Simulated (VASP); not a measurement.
Write the native input for VASP 6.6.1 that does the following.

| Item | Value |
| --- | --- |
| Task | single point |
| Functional | PBEsol |
| Potentials or basis | VASP PAW PBE potentials, release 64 (Nb_sv) |
| Cutoff | 520 eV |
| k mesh | 14 × 14 × 14 |
| Occupations | fermi-dirac, width 0.136057 eV |
| Spin | no spin polarisation |
| Dipole correction | no |
| Further INCAR settings | ALGO = Fast; EDIFF = 1e-06; NBANDS = 12 |

The structure of Nb lies in POSCAR:

```
Nb
1.0
    0.0000000000      2.0850027508      2.0850027508
    2.0850027508      0.0000000000      2.0850027508
    2.0850027508      2.0850027508      0.0000000000
Nb
1
Direct
    0.0000000000      0.0000000000      0.0000000000
```

The cell was built by a generator and needn't be a form met in nature.

These files were run (other wordings do the same):

INCAR

```
PREC     = Accurate       # precision mode
ENCUT    = 520            # plane-wave cutoff, eV
EDIFF    = 1E-6           # SCF threshold, eV
ISMEAR   = -1             # smearing method
SIGMA    = 0.13605693000000002 # smearing width, eV
LREAL    = F              # projectors in reciprocal space
LASPH    = T              # aspherical terms in the spheres
NELM     = 80             # most SCF steps
ALGO     = Fast           # electronic algorithm
ISIF     = 2              # what is computed and relaxed
LWAVE    = F              # write WAVECAR
LCHARG   = T              # write CHGCAR
GGA      = PS             # functional
LELF     = T              # ELF
LVHAR    = T            
NBANDS   = 12             # bands
```

KPOINTS

```
regular mesh
0
Gamma
  14 14 14
```

Potentials or basis: VASP PAW PBE potentials, release 64 (Nb_sv).

The run is started by

```console
$ cat potpaw_PBE.64/Nb_sv/POTCAR > POTCAR
$ mpirun -np 1 vasp_std > vasp.out
```

It gave:

```json
{
  "Pressure": "-0.1 GPa",
  "Band gap on the k mesh": "none (metal or under the smearing width)"
}
```

Caveat: the PAW data sets were made with another functional, which shifts forces and pressure a little.

Run time: 17 s on 1 thread of Intel(R) Xeon(R) 6975P-C (Granite Rapids), on a shared host, peak memory 0.15 GiB.
